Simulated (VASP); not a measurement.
A run of VASP 6.6.1 is set up as follows.

INCAR

```
PREC = Accurate ; ENCUT = 600
EDIFF = 1E-7 ; ISMEAR = -1
SIGMA = 0.05 ; LREAL = F
LASPH = T ; NELM = 80
ALGO = Fast ; ISIF = 3
LWAVE = F ; LCHARG = F
GGA = B5 ; ALDAX = 1.0
AGGAX = 1.0 ; AGGAC = 1.0
ALDAC = 0.0 ; IBRION = 2
NSW = 60 ; EDIFFG = -0.005
```

The input KPOINTS:

```
Automatic mesh
0
Gamma
  8 8 8
```

File POSCAR:

```
InPd
1.0
    0.0000000000      2.7460700000      2.7460700000
    2.7460700000      0.0000000000      2.7460700000
    2.7460700000      2.7460700000      0.0000000000
In Pd
1 1
Direct
    0.0000000000      0.0000000000      0.0000000000
    0.5000000000      0.5000000000      0.5000000000
```

Potentials or basis: VASP PAW PBE potentials, release 64 (In_d, Pd).

Run with:

```sh
$ cat potpaw_PBE.64/In_d/POTCAR potpaw_PBE.64/Pd/POTCAR > POTCAR
$ mpirun -np 1 vasp_std > vasp.out
```

What does it give for the relaxed volume?

22.36 Å³/atom.

Predict the band gap on the k mesh.

none (metal or under the smearing width).

Predict the space group after relaxing (to 0.05 Å).

Fm-3m (No. 225).

Final structure:
```xyz
2
Lattice="0.0000 2.8170 2.8170 2.8170 0.0000 2.8170 2.8170 2.8170 0.0000" Properties=species:S:1:pos:R:3 pbc="T T T"
In    2.8170    2.8170    5.6341
Pd    2.8170    2.8170    2.8170
```

Caveat: the PAW data sets were made with another functional, which shifts forces and pressure a little.
